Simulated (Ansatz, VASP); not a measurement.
# Ge: VASP beside Ansatz

The input INCAR:

```
PREC = Accurate
ENCUT = 520
EDIFF = 1E-6
ISMEAR = 0
SIGMA = 0.1
LREAL = False
LASPH = True
NELM = 100
ALGO = Normal
ISIF = 2
LWAVE = False
LCHARG = False
GGA = PS
NBANDS = 13
```

KPOINTS

```
Automatic mesh
0
Gamma
  16 16 16
```

Contents of POSCAR:

```
Ge
1.0
    1.2837005012     -2.5374014767      0.0000000000
    1.2837005012      2.5374014767      0.0000000000
    0.0000000000      0.0000000000      2.7987940694
Ge
1
Direct
    0.5000000000      0.5000000000      0.0000000000
```

Input for Ansatz:

```yaml
crystal:
  lattice:
    - [1.2837005012, -2.5374014767, 0.0]
    - [1.2837005012, 2.5374014767, 0.0]
    - [0.0, 0.0, 2.7987940694]
  atoms:
    - { symbol: Ge, position: [0.5, 0.5, 0.0] }
basis:
  ecutwfc: 420
kpoints:
  mp_grid: { grid: [16, 16, 16] }
hamiltonian:
  xc: pbesol
scf:
  occupations: { method: gaussian, width: 0.1 }
output:
  forces: true
  stress: true
  eigenvalues: true
```

Alike in both runs: task single point; functional PBEsol; k mesh 16 × 16 × 16; occupations gaussian, width 0.1 eV; no spin polarisation.

```csv
,VASP,Ansatz
version,VASP 6.6.1,Ansatz 0.2.0
potentials or method,"VASP PAW PBE potentials, release 64 (Ge_d)","scalar-relativistic, plane waves, PAW"
plane-wave cutoff (eV),520,420
valence electrons in the cell,14,14
```

Ansatz gave:

```
gap on the k mesh at the Fermi level (eV)       : none
pressure (GPa)                                  : 3.0
largest component of the traceless stress (GPa) : 11.85
```

Q: Which values does VASP return?

A: gap on the k mesh at the Fermi level (eV): none; pressure (GPa): 2.9; largest component of the traceless stress (GPa): 11.86.

A gap of «none» marks a metal or a gap that the smearing closes. The functional is the same, so the differences come from potentials, cutoffs and numerics.

Caveats: the PAW data sets were made with another functional, which shifts forces and pressure a little (VASP).
